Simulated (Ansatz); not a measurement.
# BaTiO3 (model cell, started as cubic perovskite with Ti in the octahedra): following an unstable mode, part 2 of 3

Wanted: the energy along a soft mode of BaTiO3 (model cell, started as cubic perovskite with Ti in the octahedra) and the structure at the end.

Ansatz 0.2.0; DFT PBEsol, scalar-relativistic, plane waves, PAW; PAW set soft_1.

So far, highest frequency on the path or at a solved wavevector (cm⁻¹): step 2 (response at finite wavevector) 749. Also lowest frequency on the path (cm⁻¹): step 2 -188.

## (4) The mode frozen in, largest atomic shift 0.08 Å

The atoms are moved along the unstable eigenvector, the largest shift by 0.08 Å, with the cell fixed.

Input file input.yaml:

```yaml
crystal:
  lattice:
    - [3.9701498195, 0.0, 0.0]
    - [0.0, 3.9701498195, 0.0]
    - [0.0, 0.0, 3.9701498195]
  atoms:
    - { symbol: Ba, position: [0.0001635357, -0.0001635357, -0.0001635357] }
    - { symbol: Ti, position: [0.5106655925, 0.4893344075, 0.4893344075] }
    - { symbol: O, position: [0.4913483074, 0.5086516926, 0.016010433] }
    - { symbol: O, position: [0.4913483074, 0.016010433, 0.5086516926] }
    - { symbol: O, position: [-0.016010433, 0.5086516926, 0.5086516926] }
kpoints:
  mp_grid: { grid: [8, 8, 8] }
hamiltonian:
  xc: pbesol
  pseudopotentials: { kind: paw, azcp: { folder: soft_1 }, xc_functional: pbe }
scf:
  occupations: { method: gaussian, width: 0.02 }
output:
  forces: true
  stress: true
  eigenvalues: true
```

Started as:

```bash
$ ansatz run input.yaml --threads 4 --pin off --max-ram 16384MiB --backend cpu --events-out ev --progress --plain --runs-dir out
```

Numbers of over 12 decimals in the logs are rounded to 6 here.

The program printed:

```text
[...]
Crystal: 5 atoms, lattice volume = 62.578 Å³
Basis set: ecut = 420 eV, 1237 PW (Γ), exchange–correlation on 54×54×54 points (8 copies of the dense FFT grid, shifted against one another)
Bands: 25, of which v1, the nominal top of the filled ones, is band 20 counted from 1 (19 counted from 0)
Symmetry: 6 space group operations
[...]
k-points: 65 of 512 (time reversal used)
[...]
k-point 0: bands = [... 16 lower, 9.2786, 10.0777, 10.1772, 10.1772, 12.6957, 12.6957, 12.8094, 15.0139, ... 1 higher]
  k-point 1: bands = [... 16 lower, 9.1776, 9.7694, 10.0900, 10.1198, 12.7309, 12.9711, 12.9764, 15.0135, ... 1 higher]
  k-point 2: bands = [... 16 lower, 8.9253, 9.2373, 9.8739, 9.9029, 12.7830, 13.5103, 13.5748, 15.0099, ... 1 higher]
  k-point 64: bands = [... 16 lower, 8.1557, 10.4219, 10.4219, 10.4384, 14.9342, 15.0363, 15.0363, 17.2389, ... 1 higher]
[key lines of the parts left out:]
SCF converged after 7 iterations
Free energy (F): -10027.636883 eV
Fermi energy:    11.567007 eV
P = ⅓ Tr σ = 2.1934 GPa (21.934 kbar)
```

The job ended after 3.6 s (4 threads of Arm Neoverse V1, shared host; peak memory 0.44 GiB; 14 s of CPU time).

This step gave:

```
pressure                         : 2.193 GPa
gap on the k-mesh                : 2.257 eV
energy from the undistorted cell : -2.885 meV/atom
```

The energy, extrapolated to zero smearing, is -2.88 meV/atom against the undistorted cell.

The run ends at a pressure of 2.19 GPa, with forces up to 0.12 eV/Å.

## (5) Energy along the mode, all amplitudes (two of the runs are shown above)

An imaginary frequency means negative curvature, so the energy should fall and then rise again as anharmonic terms take over.

Numbers from this step:

```yaml
depth_at_the_lowest_point_sampled: 2.885 meV/atom
largest_atomic_shift_at_that_point: 0.08 Å
```

The energy from the parent by largest atomic shift:

```csv
largest atomic shift (Å),energy from the parent (meV/atom)
0.0000,0
0.0400,-1.53
0.0800,-2.88
0.1400,13.2
```

Displacement at unit largest shift by atom:

```csv
atom,x (Å),y (Å),z (Å),size
Ba1,0.01,-0.01,-0.01,0.01
Ti2,0.53,-0.53,-0.53,0.92
O3,-0.43,0.43,0.80,1.00
O4,-0.43,0.80,0.43,1.00
O5,-0.80,0.43,0.43,1.00
```

The lowest of the steps tried is at 0.08 Å, 2.88 meV/atom below the parent; the bottom of the well need not coincide with a step.

## (6) Relaxing from the distorted cell

Starting from the lowest point found, all atoms and the cell are let go, so that strain and other modes of the same symmetry can join in.

input.yaml: that of step 4 with these lines changed.

```diff
@@ -17,3 +17,3 @@
 scf:
-  occupations: { method: gaussian, width: 0.02 }
+  occupations: { method: fixed }
 output:
@@ -22 +22,10 @@
   eigenvalues: true
+  write_density: true
+  write_potential: true
+  elf: true
+  volumetric_format: npy
+relax:
+  adjacent_minimum: "off"
+  f_tol: 0.002
+  max_steps: 120
+  cell: { stress_tol: 0.03 }
```

The program printed:

```text
[...]
Crystal: 5 atoms, lattice volume = 62.578 Å³
Basis set: ecut = 420 eV, 1237 PW (Γ), exchange–correlation on 54×54×54 points (8 copies of the dense FFT grid, shifted against one another)
Bands: 25, of which v1, the nominal top of the filled ones, is band 20 counted from 1 (19 counted from 0)
Symmetry: 6 space group operations
[...]
k-points: 65 of 512 (time reversal used)
[...]
SCF iter   1: F=—  HF=-10028.043870 eV  |F-HF|=—  |Δ(HF+E_count)|=         —  Δρ=5.54e-2  dr2=1.92e0  ethr=3.10e-3  ⟨swp⟩=4.8  Hψ=6324  notcnv=0  defer=131
[...]
SCF iter   9: F=-10027.636883 eV  HF=-10027.636883 eV  |F-HF|=3.04e-9  |Δ(HF+E_count)|=   9.14e-9  Δρ=2.60e-6  dr2=5.55e-9  ethr=2.50e-10  ⟨swp⟩=7.0  Hψ=8680  notcnv=0
SCF 1 converged in 9 iterations: F = -10027.636883 eV  dr2 = 5.55e-9
[...]
relax step   1: F+E_penalty+E_count = -10027.63688309 eV  Δ(F+E_penalty+E_count) = +0.000e0 eV  max|allowed force component| = 1.010e-1 eV/Å  Δτ_max = 0.0000 Å  P = +2.193 GPa  Ω = 62.578 Å³  (9 SCF iters, dr2 threshold 1.00e-7 eV, accepted)
Crystal: 5 atoms, lattice volume = 63.344 Å³
[...]
iter 1 solved again at ethr=3.39e-6 eV; its pass at ethr=3.10e-3 eV (dr2=1.36e-3 eV) is discarded
[...]
SCF iter   6: F=-10027.640644 eV  HF=-10027.640644 eV  |F-HF|=3.47e-9  |Δ(HF+E_count)|=   1.01e-7  Δρ=3.26e-6  dr2=5.61e-9  ethr=1.25e-9  ⟨swp⟩=13.0  Hψ=13296  notcnv=0
SCF 2 converged in 6 iterations: F = -10027.640644 eV  dr2 = 5.61e-9
relax step   2: F+E_penalty+E_count = -10027.64064376 eV  Δ(F+E_penalty+E_count) = -3.761e-3 eV  max|allowed force component| = 4.878e-2 eV/Å  Δτ_max = 0.0091 Å  P = -0.040 GPa  Ω = 63.344 Å³  energy of the carried Pulay correction = -2.092e-3 eV  (6 SCF iters, dr2 threshold 5.00e-7 eV, accepted)
Crystal: 5 atoms, lattice volume = 63.388 Å³
[...]
SCF iter   5: F=-10027.640731 eV  HF=-10027.640731 eV  |F-HF|=1.75e-8  |Δ(HF+E_count)|=   8.42e-8  Δρ=1.01e-5  dr2=3.47e-8  ethr=1.25e-9  ⟨swp⟩=12.7  Hψ=13460  notcnv=0
SCF 3 converged in 5 iterations: F = -10027.640731 eV  dr2 = 3.47e-8
relax step   3: F+E_penalty+E_count = -10027.64073077 eV  Δ(F+E_penalty+E_count) = -8.702e-5 eV  max|allowed force component| = 4.258e-2 eV/Å  Δτ_max = 0.0061 Å  P = -0.196 GPa  Ω = 63.388 Å³  energy of the carried Pulay correction = -2.211e-3 eV  (5 SCF iters, dr2 threshold 5.00e-7 eV, accepted)
[... from here on, the SCF cycles and remarks between the steps are left out ...]
relax step   4: F+E_penalty+E_count = -10027.64109320 eV  Δ(F+E_penalty+E_count) = -3.624e-4 eV  max|allowed force component| = 2.902e-2 eV/Å  Δτ_max = 0.0035 Å  P = -0.054 GPa  Ω = 63.351 Å³  energy of the carried Pulay correction = -2.111e-3 eV  (4 SCF iters, dr2 threshold 3.11e-7 eV, accepted)
relax step   5: F+E_penalty+E_count = -10027.64054766 eV  Δ(F+E_penalty+E_count) = +5.455e-4 eV  max|allowed force component| = 3.853e-2 eV/Å  Δτ_max = 0.0157 Å  P = +0.087 GPa  Ω = 63.531 Å³  energy of the carried Pulay correction = -2.600e-3 eV  (6 SCF iters, dr2 threshold 5.26e-8 eV, rejected (line search))
relax step   6: F+E_penalty+E_count = -10027.64115909 eV  Δ(F+E_penalty+E_count) = -6.589e-5 eV  max|allowed force component| = 3.814e-3 eV/Å  Δτ_max = 0.0074 Å  P = -0.029 GPa  Ω = 63.457 Å³  energy of the carried Pulay correction = -2.399e-3 eV  (8 SCF iters, accepted)
relax step   7: F+E_penalty+E_count = -10027.64116912 eV  Δ(F+E_penalty+E_count) = -1.003e-5 eV  max|allowed force component| = 3.394e-4 eV/Å  Δτ_max = 0.0010 Å  P = -0.004 GPa  Ω = 63.457 Å³  energy of the carried Pulay correction = -2.400e-3 eV  (5 SCF iters, dr2 threshold 3.47e-9 eV, accepted)
relax step   8: F+E_penalty+E_count = -10027.64392609 eV  Δ(F+E_penalty+E_count) = -2.757e-3 eV  max|allowed force component| = 3.902e-4 eV/Å  Δτ_max = 0.0000 Å  P = +0.057 GPa  Ω = 63.457 Å³  stress off target by 6.95e-2 GPa  SCF on the basis re-selected at this cell (its energy is not comparable with the rows above)  (7 SCF iters)
relax step   9: F+E_penalty+E_count = -10027.64375420 eV  Δ(F+E_penalty+E_count) = +1.719e-4 eV  max|allowed force component| = 3.454e-3 eV/Å  Δτ_max = 0.0007 Å  P = -0.084 GPa  Ω = 63.521 Å³  energy of the carried Pulay correction = -1.678e-4 eV  (5 SCF iters, dr2 threshold 1.21e-8 eV, rejected (line search))
relax step  10: F+E_penalty+E_count = -10027.64385379 eV  Δ(F+E_penalty+E_count) = +7.230e-5 eV  max|allowed force component| = 7.994e-5 eV/Å  Δτ_max = 0.0006 Å  P = +0.001 GPa  Ω = 63.487 Å³  energy of the carried Pulay correction = -7.807e-5 eV  (7 SCF iters, accepted)
[...]
SCF iter   7: F=-10027.643948 eV  HF=-10027.643948 eV  |F-HF|=5.46e-12  |Δ(HF+E_count)|=  1.82e-12  Δρ=1.61e-7  dr2=9.24e-12  ethr=1.00e-12  ⟨swp⟩=10.7  Hψ=8901  notcnv=0
SCF 11 converged in 7 iterations: F = -10027.643948 eV  dr2 = 9.24e-12
relax step  11: F+E_penalty+E_count = -10027.64394768 eV  Δ(F+E_penalty+E_count) = -9.389e-5 eV  max|allowed force component| = 8.336e-5 eV/Å  Δτ_max = 0.0000 Å  P = +0.002 GPa  Ω = 63.487 Å³  stress off target by 3.00e-3 GPa  SCF on the basis re-selected at this cell (its energy is not comparable with the rows above)  (7 SCF iters)
[...]
SCF converged after 7 iterations
Free energy (F): -10027.643948 eV
[...]
Internal energy: -10027.643948 eV  (E = F + TS)
E sigma→0 (E₀):  -10027.643948 eV
Fermi energy:    10.220191 eV
[...]
--- Forces (eV/Å), atoms counted from 1 ---
  atom   1  Ba    -0.00002726     0.00002726     0.00002726
  atom   2  Ti     0.00008341    -0.00008341    -0.00008341
  atom   3  O     -0.00002300     0.00002300     0.00000989
  atom   4  O     -0.00002300     0.00000989     0.00002300
  atom   5  O     -0.00000989     0.00002300     0.00002300
  max |Σ_I F_I| component: 2.52e-7 eV/Å
--- Stress (GPa, compression-positive) ---
        0.001760      -0.000619      -0.000619
       -0.000619       0.001760       0.000619
       -0.000619       0.000619       0.001760
  P = ⅓ Tr σ = 0.0018 GPa (0.018 kbar)
--- Band table (eV; the first three rows and the last of 65) ---
  k-point 0: bands = [... 16 lower, 9.0979, 9.7850, 9.9125, 9.9125, 12.5393, 12.5393, 12.6891, 14.7790, ... 1 higher]
  k-point 1: bands = [... 16 lower, 8.9923, 9.5032, 9.8332, 9.8645, 12.5729, 12.7979, 12.8184, 14.7774, ... 1 higher]
  k-point 2: bands = [... 16 lower, 8.7360, 9.0201, 9.6186, 9.6604, 12.6319, 13.2916, 13.3717, 14.7720, ... 1 higher]
  k-point 64: bands = [... 16 lower, 7.9378, 10.2030, 10.2030, 10.2202, 14.6348, 14.7611, 14.7611, 16.9241, ... 1 higher]
--- Relaxed structure (9 steps of the walk, 7 accepted, 2 SCFs on fresh bases) ---
  F+E_penalty+E_count = -10027.64394768 eV   max|allowed force component| = 8.336e-5 eV/Å   (the final SCF, on the basis selected at the relaxed cell)
  cell:  # Å, volume = 63.4868 Å³
    - [3.989286, -0.0046271, -0.0046271]
    - [-0.0046271, 3.989286, 0.0046271]
    - [-0.0046271, 0.0046271, 3.989286]
  atoms:
    - { symbol: Ba, position: [0.00173641, -0.00173641, -0.00173641] }
    - { symbol: Ti, position: [0.512731, 0.487269, 0.487269] }
    - { symbol: O, position: [0.489767, 0.510233, 0.016485] }
    - { symbol: O, position: [0.489767, 0.016485, 0.510233] }
    - { symbol: O, position: [-0.016485, 0.510233, 0.510233] }
```

Wall time 44 s (4 threads); peak memory 0.49 GiB; 2.8 min of CPU time.

Step by step:

| step | energy less that of the first step (eV) | largest force component (eV/Å) | pressure (GPa) | volume (Å³) |
| --- | --- | --- | --- | --- |
| 1 | 0.0000 | 0.1010 | 2.19 | 62.58 |
| 2 | -0.0038 | 0.0488 | -0.04 | 63.34 |
| 3 | -0.0038 | 0.0426 | -0.20 | 63.39 |
| 4 | -0.0042 | 0.0290 | -0.05 | 63.35 |
| 5 | -0.0037 | 0.0385 | 0.09 | 63.53 |
| 6 | -0.0043 | 0.0038 | -0.03 | 63.46 |
| 7 | -0.0043 | 0.0003 | 0.00 | 63.46 |
| 8* | -0.0070 | 0.0004 | 0.06 | 63.46 |
| 9 | -0.0069 | 0.0035 | -0.08 | 63.52 |
| 10 | -0.0070 | 0.0001 | 0.00 | 63.49 |
| 11* | -0.0071 | 0.0001 | 0.00 | 63.49 |

Relaxation steps marked * repeat the geometry before them on a plane-wave basis chosen anew for their cell, so energy and pressure can jump there. Relaxation steps 5, 9 were tried and not accepted.

The run keeps the 6 symmetry operations that it works with, so distortions that break them were not tested.

```
conventional cell, symmetrised  before  after  change
                         a (Å)   5.615  5.635  +0.4 %
                         b (Å)   5.615  5.635  +0.4 %
                         c (Å)   6.877  6.926  +0.7 %
              volume (Å³/atom)   12.52  12.70  +1.5 %
```

The atoms that moved most (Å, as changes of fractional coordinates times the final cell):

```csv
atom,dx,dy,dz,length
Ti2,0.008,-0.008,-0.008,0.014
Ba1,0.006,-0.006,-0.006,0.011
O4,-0.006,0.002,0.006,0.009
O5,-0.002,0.006,0.006,0.009
O3,-0.006,0.006,0.002,0.009
```

The relaxed structure:

```xyz
5
Lattice="3.9893 -0.0046 -0.0046 -0.0046 3.9893 0.0046 -0.0046 0.0046 3.9893" Properties=species:S:1:pos:R:3 pbc="T T T"
Ba    0.0069   -0.0069   -0.0069
Ti    2.0409    1.9437    1.9437
O     1.9514    2.0333    0.0659
O     1.9514    0.0659    2.0333
O    -0.0705    2.0379    2.0379
```

This step gave:

```
pressure          : 0.001760 GPa
gap on the k-mesh : 2.319 eV
volume per atom   : 12.70 Å³
```

Valence density in the ac plane at fractional y = 0.487, with atoms of Ti and O within 0.2 Å of it. It is the smooth field of the valence electrons, not physical close to the nuclei.

Values in e/Å³, 14 rows by 14 columns, each cell a mean:
```
 0  0  0  0  1  2  4  5  3  1  0  0  0  0
 0  0  0  0  0  1  2  2  1  1  0  0  0  0
 0  0  0  0  0  0  1  1  1  0  0  0  0  0
 1  0  0  0  0  0  0  1  0  0  0  0  0  1
 2  1  1  0  0  1  2  2  2  1  0  1  1  2
 5  3  1  0  1  2  5  7  6  2  1  1  3  5
 7  4  1  1  1  4  8 11  9  4  1  1  3  7
 5  3  1  0  1  3  7 10  8  3  1  1  2  5
 2  1  1  0  0  2  4  6  4  2  1  1  1  2
 1  0  0  0  0  1  1  2  1  1  0  0  0  1
 0  0  0  0  0  1  1  1  1  0  0  0  0  0
 0  0  0  0  0  1  2  2  2  1  0  0  0  0
 0  0  0  0  1  2  5  6  4  1  0  0  0  0
 0  0  0  0  1  3  6  7  5  1  0  0  0  0
```
Columns run along a (4.0 Å), rows up along c (4.0 Å). Atoms in or near the plane, at fractional coordinates: Ti at (0.51, 0.49), O at (0.49, 0.02), O at (0.98, 0.51).

Electrostatic potential energy in the ac plane at fractional y = 0.487, with atoms of Ti and O within 0.2 Å of it. With pseudopotentials it is smooth inside the atoms' cores, unlike the true potential.

Values in eV, 14 rows by 14 columns, each cell a mean:
```
 14  14  15  15  11 -10 -24 -26 -18   5  15  15  14  14
 14  15  15  15  14   6  -6  -9   0  12  14  15  15  15
 15  15  15  15  13  11   9   8   9  12  13  14  15  15
 12  14  14  13  11   6   0  -3   0   6  11  13  14  13
 -9   1  12  11   5  -8 -18 -22 -19  -8   5  10   4  -7
-27 -19   3   9  -3 -22 -30 -31 -30 -21  -4   4 -16 -27
-32 -25  -2   7  -8 -26 -32 -32 -32 -26  -9  -1 -22 -31
-27 -18   4   8  -7 -25 -32 -32 -32 -25  -8   3 -15 -25
-10   0  11  10   0 -18 -27 -30 -28 -18  -1   8   3  -9
 12  14  14  12   8  -2 -11 -15 -12  -2   8  12  13  13
 15  15  15  14  12   8   3   0   4   9  12  14  15  15
 14  15  15  15  13   3 -11 -15  -5  10  14  15  15  15
 14  14  15  15  10 -14 -27 -29 -22   2  14  15  14  14
 14  14  15  15   8 -18 -30 -32 -26  -2  14  15  14  14
```
Columns run along a (4.0 Å; values clipped at the 3rd and 97th percentile), rows up along c (4.0 Å). Atoms in or near the plane, at fractional coordinates: Ti at (0.51, 0.49), O at (0.49, 0.02), O at (0.98, 0.51).

ELF in the ac plane at fractional y = 0.487, with atoms of Ti and O within 0.2 Å of it. It is the smooth field of the valence electrons, not physical close to the nuclei.

Ten even steps from '0' (0.01) to '9' (0.81), each cell a mean:
```
00148988996200
00026999974100
42112565531123
87410112101368
99730267621699
79942799962698
58943887873696
89933898873698
99721588851599
87410234310368
42113455431123
00037999984100
00158987997200
00159965897200
```
Columns run along a (4.0 Å), rows up along c (4.0 Å). Atoms in or near the plane, at fractional coordinates: Ti at (0.51, 0.49), O at (0.49, 0.02), O at (0.98, 0.51).

The distorted start has space group R3m; the relaxation ends in R3m.

## (7) The new phase in its own primitive cell

The relaxed structure is symmetrised, reduced to its primitive cell and relaxed tightly, as its phonons need.

Input file input.yaml:

```yaml
crystal:
  lattice:
    - [2.8175791304, 1.6267300694, 2.3085580955]
    - [-2.8175791304, 1.6267300694, 2.3085580955]
    - [0.0, -3.2534601388, 2.3085580955]
  atoms:
    - { symbol: Ba, position: [0.0017364145, 0.0017364145, 0.0017364145] }
    - { symbol: Ti, position: [0.512730808, 0.512730808, 0.512730808] }
    - { symbol: O, position: [0.4897667108, 0.9835146659, 0.4897667108] }
    - { symbol: O, position: [0.9835146659, 0.4897667108, 0.4897667108] }
    - { symbol: O, position: [0.4897667108, 0.4897667108, 0.9835146659] }
kpoints:
  mp_grid: { grid: [6, 6, 6] }
hamiltonian:
  xc: pbesol
  pseudopotentials: { kind: paw, azcp: { folder: soft_1 }, xc_functional: pbe }
scf:
  occupations: { method: fixed }
output:
  forces: true
  stress: true
  eigenvalues: true
relax:
  adjacent_minimum: "off"
  f_tol: 0.001
  max_steps: 60
  cell: { stress_tol: 0.01 }
```

The program printed:

```text
[...]
Crystal: 5 atoms, lattice volume = 63.487 Å³
Basis set: ecut = 420 eV, 1237 PW (Γ), exchange–correlation on 54×54×54 points (8 copies of the dense FFT grid, shifted against one another)
Bands: 25, of which v1, the nominal top of the filled ones, is band 20 counted from 1 (19 counted from 0)
Symmetry: 6 space group operations
[...]
k-points: 32 of 216 (time reversal used)
[...]
cell:  # Å, volume = 63.4863 Å³
    - [2.817526, 1.626700, 2.308623]
    - [-2.817526, 1.626700, 2.308623]
    - [0, -3.253399, 2.308623]
  atoms:
    - { symbol: Ba, position: [0.00172764, 0.00172764, 0.00172764] }
    - { symbol: Ti, position: [0.512746, 0.512746, 0.512746] }
    - { symbol: O, position: [0.489756, 0.983530, 0.489756] }
    - { symbol: O, position: [0.983530, 0.489756, 0.489756] }
    - { symbol: O, position: [0.489756, 0.489756, 0.983530] }
[key lines of the parts left out:]
SCF converged after 7 iterations
Free energy (F): -10027.644009 eV
Fermi energy:    10.220125 eV
P = ⅓ Tr σ = 0.0010 GPa (0.010 kbar)
```

Run time: 6.1 s. Hardware: 4 threads; peak memory 0.44 GiB; 23 s of CPU time.

Little changed from the start: no atom moved by 0.005 Å and no cell edge by 0.1 %.

Numbers from this step:

| Item | Value |
| --- | --- |
| pressure | 9.72e-4 GPa |
| gap on the k-mesh | 2.320 eV |
| direct gap on mesh | 2.627 eV |

The largest force component left is 0.97 meV/Å and the pressure is 0.001 GPa, within the tolerances set. The cell now holds 12.70 Å³/atom.

(Continued in part 3 of 3.)

[Logs are printed without paths, hosts, clocks, repeated set-up lines and the standing remarks that a program may print on its own settings, such as how far it seeks lower states.]

[Hosts, paths, dates, database ids (printed as entryN), source tags and the programs' standing remarks are cut or masked in the printed files.]
